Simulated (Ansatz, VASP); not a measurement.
**Two plane-wave programs on MnO**

INCAR

```
PREC = Accurate
ENCUT = 520
EDIFF = 1E-6
ISMEAR = -1
SIGMA = 0.05
LREAL = False
LASPH = True
NELM = 150
ALGO = Normal
ISIF = 2
LWAVE = False
LCHARG = True
ISPIN = 2
MAGMOM = 4 0
LORBIT = 11
LMAXMIX = 4
GGA = PE
LELF = True
LVHAR = True
NBANDS = 20
```

KPOINTS

```
regular mesh
0
Gamma
  10 10 10
```

File POSCAR:

```
MnO
1.0
    0.0000000000      2.2220003300      2.2220003300
    2.2220003300      0.0000000000      2.2220003300
    2.2220003300      2.2220003300      0.0000000000
Mn O
1 1
Direct
    0.0000000000      0.0000000000      0.0000000000
    0.5000000000      0.5000000000      0.5000000000
```

input.yaml

```yaml
crystal:
  lattice:
    - [0.0, 2.22200033, 2.22200033]
    - [2.22200033, 0.0, 2.22200033]
    - [2.22200033, 2.22200033, 0.0]
  atoms:
    - { symbol: Mn, position: [0.0, 0.0, 0.0], spin: 4.0 }
    - { symbol: O, position: [0.5, 0.5, 0.5] }
hamiltonian:
  xc: pbe
  pseudopotentials: { kind: paw }
magnetization:
  spin_polarized: true
kpoints:
  mp_grid: { grid: [10, 10, 10] }
  band_path:
    path:
      - [[0.0, 0.0, 0.0], [0.5, 0.0, 0.5], [0.5, 0.25, 0.75], [0.375, 0.375, 0.75], [0.0, 0.0, 0.0], [0.5, 0.5, 0.5], [0.625, 0.25, 0.625], [0.5, 0.25, 0.75], [0.5, 0.5, 0.5], [0.375, 0.375, 0.75]]
      - [[0.625, 0.25, 0.625], [0.5, 0.0, 0.5]]
    npoints: 14
scf:
  occupations: { method: fermi_dirac, width: 0.05 }
  n_extra_bands: 6
output:
  forces: true
  stress: true
  eigenvalues: true
  fatbands: false
```

Alike in both runs: functional PBE; k mesh 10 × 10 × 10; occupations fermi-dirac, width 0.05 eV; collinear spin.

|  | VASP | Ansatz |
| --- | --- | --- |
| version | VASP 6.6.1 | Ansatz 0.2.0 |
| potentials or method | VASP PAW PBE potentials, release 64 (Mn_pv, O) | Ansatz PAW |
| plane-wave cutoff (eV) | 520 | 420 |
| valence electrons in the cell | 19 | 21 |
| task | single point | band structure |

VASP gave:

| Item | Value |
| --- | --- |
| gap on the k mesh at the Fermi level (eV) | none |
| pressure (GPa) | 0.6 |
| net moment per atom (μB) | 2.39 |
| size of the moment on the site where the two differ most (μB) | 4.34 |

Problem. Which values does Ansatz return?

Solution. gap on the k mesh at the Fermi level (eV): none; pressure (GPa): 0.4; net moment per atom (μB): 2.39; size of the moment on the site where the two differ most (μB): 4.06.

Site moments also hang on the region over which each program counts them. A gap of «none» marks a metal or a gap that the smearing closes. The two sets of potentials don't hold the same shells in valence.

Caveats: a cell with one magnetic atom can't hold antiferromagnetic order, which such compounds often take; semilocal functionals often make such compounds metallic where correlation or magnetic order opens a gap, which also shifts bond lengths; the pressure holds a Pulay correction of +0.6 GPa for the finite cutoff (Ansatz).
